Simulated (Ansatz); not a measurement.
Ionic part of the dielectric constant of HfO2 at 18 GPa, mode by mode

Method: DFT PBEsol, scalar-relativistic, plane waves, PAW (Ansatz). Settings: 420 eV plane-wave cutoff, Γ-centred 6×6×6 mesh, fixed occupations. No spin polarisation. Phonons by linear response, acoustic sum rule imposed.

It takes space group P4_2/nmc (No. 137, tetragonal). The conventional cell has a = 3.496 Å, b = 3.496 Å, c = 4.992 Å, α = 90.00°, β = 90.00°, γ = 90.00°. Around Hf (site symmetry -4m2) lie 8 O at 2.06 to 2.25 Å. O (site symmetry 2mm) is surrounded by 4 Hf at 2.06 to 2.25 Å.

Spin–orbit coupling is left out, which matters for heavy elements. Other phases may be more stable at this pressure.

The primitive cell has V = 61.00 Å³ and ε∞,zz = 5.071. Each polar mode adds Δε = (4.92064×10⁷/V)·S/ν² along z, with S its oscillator strength in e²/amu, ν in cm⁻¹ and V in Å³.

Q: From these modes, find each Δε and ε0,zz.
```
ν (cm⁻¹) S_zz (e²/amu)
   340.0          1.979
```

A:
```json
{"ν (cm⁻¹)": "340.0", "Δε": "13.81"}
```

The sum is 13.811, so ε0,zz = 18.88; the run's tensor has 18.88.

Q: Where do the longitudinal modes lie for a wave vector along z?

A: At 656 cm⁻¹. The Lyddane–Sachs–Teller product Π(ν_LO/ν_TO)² = 3.72 matches ε0/ε∞ = 3.72.

This form isn't the usual stable structure of the compound at low pressure.

Cost: 1 run of about 3.1 core-minutes, on Intel Xeon 6975P-C (Granite Rapids) (shared hosts).